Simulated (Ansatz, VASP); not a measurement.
# Al: VASP beside Ansatz

```
Al
1.0
     0.00000    1.97584    1.97584
     1.97584    0.00000    1.97584
     1.97584    1.97584    0.00000
Al
1
Direct
  0.00000 0.00000 0.00000
```

Alike in both runs: task single point; functional r2SCAN; k mesh 18 × 18 × 18; occupations gaussian, width 0.1 eV; no spin polarisation.

|  | VASP | Ansatz |
| --- | --- | --- |
| version | VASP 6.6.1 | Ansatz 0.2.0 |
| potentials or method | VASP PAW PBE potentials, release 64 (Al) | scalar-relativistic, plane waves, PAW |
| plane-wave cutoff (eV) | 520 | 500 |
| valence electrons in the cell | 3 | 3 |

VASP gave:

```
gap on the k mesh at the Fermi level (eV) : none
pressure (GPa)                            : 2.7
```

Question: Which values does Ansatz return?

Answer: gap on the k mesh at the Fermi level (eV): none; pressure (GPa): 3.0.

A gap of «none» marks a metal or a gap that the smearing closes. The functional is the same, so the differences come from potentials, cutoffs and numerics. Ansatz warned: «stress_scf_threshold_loose».

Caveats: the PAW data sets were made with another functional, which shifts forces and pressure a little (VASP).
